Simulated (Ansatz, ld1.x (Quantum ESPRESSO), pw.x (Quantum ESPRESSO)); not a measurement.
# ruthenium (Ru): one change to the PAW potential, in the atom and in the fcc crystal

ld1.x (Quantum ESPRESSO) 7.5 input, shortened:

```
&input
   title='Ru', zed=44., rel=1, dft='PBE', iswitch=3,
   config='[Kr] 4d7 5s0.5 5p0'
 /
 &inputp
   pseudotype=3, lpaw=.true., tm=.true., lloc=-1, rcloc=2.55,
   nlcc=.false.,
   which_augfun='PSQ', rmatch_augfun=1.55
 /
6
5S  1  0   0.50   0.00  2.20  2.55  0.0
5S  1  0   0.00  -0.05  2.20  2.55  0.0
5P  2  1   0.00   0.00  2.75  3.30  0.0
5P  2  1   0.00   0.80  2.75  3.30  0.0
4D  3  2   7.00   0.00  1.40  1.75  0.0
4D  3  2   0.00   2.35  1.40  1.75  0.0
 &test
   configts(1)='4d7 5s0.5 5p0'
 /
```

Change: waves 5s (bound): rcut 2.20, rcutus 3.32 bohr; 5s channel at -0.05 Ry: rcut 2.20, rcutus 3.32 bohr.

Cutoffs, loose and tight: the cutoffs (Ry, on a coarse ladder) from which the occupation-weighted sum of valence levels, in a spherical-Bessel basis at the reference potential, stays within 10 and 1 mRy of its value at 400 Ry. They do not see the model core or the augmentation charge, which bear on the density cutoff. Test errors are all-electron minus pseudo excitation energies from the reference, over the configurations 4d7 5s1 5p0; 4d7 5s0 5p0; 4d6 5s0 5p0; 4d8 5s0 5p0; 4d7 5s0 5p1; 4d6 5s1 5p1; 4d5 5s0 5p0; variants that change the core or the reference have their own tests.

Crystal test: fcc Ru in pw.x 7.5, no spin, 15³ k-points, Fermi–Dirac smearing 0.01 Ry, cutoffs set for each file from its atomic test. The reference is all-electron LAPW (Ansatz 0.2.0) with the same functional, mesh and smearing; V0 and B0 come from Birch–Murnaghan fits to the pressures at five volumes. Errors are pseudo minus all-electron; Δ is the rms difference of the E(V) curves that follow from these fits, minima aligned, over ±6 % about the mean V0. Mesh and smearing are coarse, so the numbers serve the comparison and aren't converged zero-temperature values; the lattice is a test structure that the element need not adopt.

All-electron: a0 = 3.812 Å (V0 = 13.85 Å³/atom), B0 = 303.1 GPa.

Task: Does the change bring the crystal closer to the all-electron result?

Result: The mean pressure error goes from +3.61 to +7.36 GPa, so the change moves the solid further from the all-electron pressures.

```tsv
quantity	base	changed
outcome (atom)	generated	generated
cutoff, loose (atom)	35 Ry	35 Ry
cutoff, tight (atom)	55 Ry	55 Ry
bound ghosts (atom)	none	none
largest test error (meV) (atom)	-372	-372
cutoffs in pw.x (Ry)	70/560	70/560
a0 (Å)	3.825	3.838
a0 error (%)	+0.34	+0.67
B0 error (%)	+5.4	+8.2
Δ (meV/atom)	10.2	20.1
mean pressure error (GPa)	+3.61	+7.36
```

Base: The largest radius (3.30 bohr) exceeds half the bond length (2.54 bohr), so the spheres overlap, which is one possible source of error among others. Changed file: The largest radius (3.32 bohr) exceeds half the bond length (2.54 bohr), so the spheres overlap, which is one possible source of error among others. This is a poor potential for the solid. The atomic cutoffs weigh occupied waves only.
